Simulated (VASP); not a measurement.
Crystal: CuO (Tenorite).

```xyz
4
Lattice="2.3418 -1.7113 0.0000 2.3418 1.7113 0.0000 -0.8500 0.0000 5.0579" Properties=species:S:1:pos:R:3 pbc="T T T"
Cu    0.7459   -0.8557    2.5289
Cu    1.1709    0.8557    0.0000
O     1.7043    0.2793    3.7934
O     2.1293   -0.2793    1.2645
```

```yaml
Program: VASP 6.6.1
Task: relaxation of cell and atoms
Functional: LDA
Potentials_or_basis: VASP PAW LDA potentials, release 64 (Cu, O)
Cutoff: 600 eV
k_mesh: 8 × 8 × 4
Occupations: fermi-dirac, width 0.05 eV
Spin: no spin polarisation
```

At the start: pressure -8.9 GPa; volume 10.13 Å³/atom.

Question: Where does the relaxation end?

Answer: Over 42 steps the energy falls by 45.7 meV/atom and the volume is 10.30 Å³/atom (+1.6 %); space group Cccm (No. 66, to 0.05 Å).

Step by step:
| step | energy change (eV) | largest force (eV/Å) | pressure (GPa) | volume (Å³) |
| --- | --- | --- | --- | --- |
| 1 | 0.0000 | 0.4420 | -8.94 | 40.54 |
| 3 | -0.0653 | 0.2301 | 0.62 | 38.67 |
| 5 | -0.0723 | 0.1587 | 0.79 | 38.74 |
| 7 | -0.0870 | 0.0116 | 0.23 | 39.21 |
| 9 | -0.1126 | 0.1583 | -5.05 | 41.20 |
| 11 | -0.1203 | 0.1585 | -4.84 | 41.33 |
| 13 | -0.1474 | 0.1391 | -4.30 | 41.83 |
| 15 | -0.1570 | 0.1037 | -4.03 | 42.09 |
| 17 | -0.1691 | 0.0678 | -0.06 | 41.12 |
| 19 | -0.1701 | 0.0649 | 0.07 | 41.09 |
| 21 | -0.1729 | 0.0456 | -0.22 | 40.98 |
| 23 | -0.1737 | 0.0518 | 0.21 | 40.94 |
| 25 | -0.1748 | 0.0579 | 0.93 | 40.80 |
| 27 | -0.1774 | 0.0703 | 0.34 | 40.96 |
| 29 | -0.1777 | 0.0976 | -2.10 | 41.53 |
| 31 | -0.1805 | 0.0783 | -0.63 | 41.23 |
| 33 | -0.1824 | 0.0072 | 0.28 | 41.11 |
| 35 | -0.1828 | 0.0141 | 0.02 | 41.16 |
| 37 | -0.1828 | 0.0051 | -0.04 | 41.19 |
| 39 | -0.1829 | 0.0046 | 0.07 | 41.17 |
| 41 | -0.1829 | 0.0025 | 0.04 | 41.18 |
| 42 | -0.1829 | 0.0004 | 0.02 | 41.19 |

Final structure:
```cif
data_structure
_symmetry_space_group_name_H-M 'P 1'
_symmetry_Int_Tables_number 1
_cell_length_a 2.8539
_cell_length_b 2.8539
_cell_length_c 5.0597
_cell_angle_alpha 90.129
_cell_angle_beta 90.129
_cell_angle_gamma 88.236
_cell_volume 41.19
loop_
_atom_site_label
_atom_site_type_symbol
_atom_site_fract_x
_atom_site_fract_y
_atom_site_fract_z
_atom_site_occupancy
Cu1 Cu 0.50000 0.00000 0.50000 1
Cu2 Cu 0.00000 0.50000 0.00000 1
O1 O 0.49917 0.50083 0.75000 1
O2 O 0.50083 0.49917 0.25000 1
```

Caveat: the run has no spin polarisation, though such a crystal can be magnetic.
